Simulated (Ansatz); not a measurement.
The parent structure is Li$_{2}$O in the anti-fluorite structure (space group Fm-3m, No. 225; a = 4.573 Å). Axes: x, y, z lie along the cube axes.

Method: r2SCAN in Ansatz (plane waves to 500 eV, PAW, spin-orbit coupling left out).

Now apply this change: compressive biaxial strain of 1.02 % in the plane normal to [001], as in epitaxy on a mismatched substrate; the out-of-plane cell vector and the atoms relax.

Question: Predict the new ratio −ε⊥/ε∥.

Answer: The ratio −ε⊥/ε∥ amounts to 0.21.

Question: How does this affect the energy relative to the base?

Answer: The energy grows by 1.2 meV/atom.

Stability against distortions was not tested.

Ansatz is an electronic-structure program.
